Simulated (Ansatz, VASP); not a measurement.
**NaF in VASP and in Ansatz**

The input INCAR:

```
PREC = Accurate
ENCUT = 520
EDIFF = 1E-6
ISMEAR = 0
SIGMA = 0.05
LREAL = F
LASPH = T
NELM = 100
ALGO = Normal
ISIF = 2
LWAVE = F
LCHARG = F
GGA = PE
IVDW = 13
NBANDS = 14
```

KPOINTS

```
Automatic mesh
0
Gamma
  8 8 8
```

The input POSCAR:

```
NaF
1.0
    0.0000000000      2.3234854853      2.3234854853
    2.3234854853      0.0000000000      2.3234854853
    2.3234854853      2.3234854853      0.0000000000
Na F
1 1
Direct
    0.0000000000      0.0000000000      0.0000000000
    0.5000000000      0.5000000000      0.5000000000
```

Input for Ansatz:

```yaml
crystal:
  lattice:
    - [0.0, 2.3234854853, 2.3234854853]
    - [2.3234854853, 0.0, 2.3234854853]
    - [2.3234854853, 2.3234854853, 0.0]
  atoms:
    - { symbol: Na, position: [0.0, 0.0, 0.0] }
    - { symbol: F, position: [0.5, 0.5, 0.5] }
basis:
  ecutwfc: 420
  ecutrho_ratio: 4
kpoints:
  mp_grid: { grid: [8, 8, 8] }
hamiltonian:
  xc: pbe
  dispersion: d4
scf:
  occupations: { method: gaussian, width: 0.05 }
output:
  forces: true
  stress: true
  eigenvalues: true
```

Alike in both runs: task single point; functional PBE; dispersion D4; k mesh 8 × 8 × 8; occupations gaussian, width 0.05 eV; no spin polarisation.

|  | VASP | Ansatz |
| --- | --- | --- |
| version | VASP 6.6.1 | Ansatz 0.2.0 |
| potentials or method | VASP PAW PBE potentials, release 64 (Na_pv, F) | scalar-relativistic, plane waves, PAW |
| plane-wave cutoff (eV) | 520 | 420 |
| valence electrons in the cell | 14 | 16 |

VASP gave:

- gap on the k mesh at the Fermi level (eV): 6.25
- least direct gap on the mesh (eV): 6.25
- pressure (GPa): 0.8
- dispersion energy (meV/atom): -51.3

**Question.** Which values does Ansatz return?

**Answer.** gap on the k mesh at the Fermi level (eV): 6.27; least direct gap on the mesh (eV): 6.27; pressure (GPa): 1.0; dispersion energy (meV/atom): -51.3.

The two sets of potentials don't hold the same shells in valence.

Expect the measured gap to be larger: semilocal functionals such as PBE lack the derivative discontinuity.
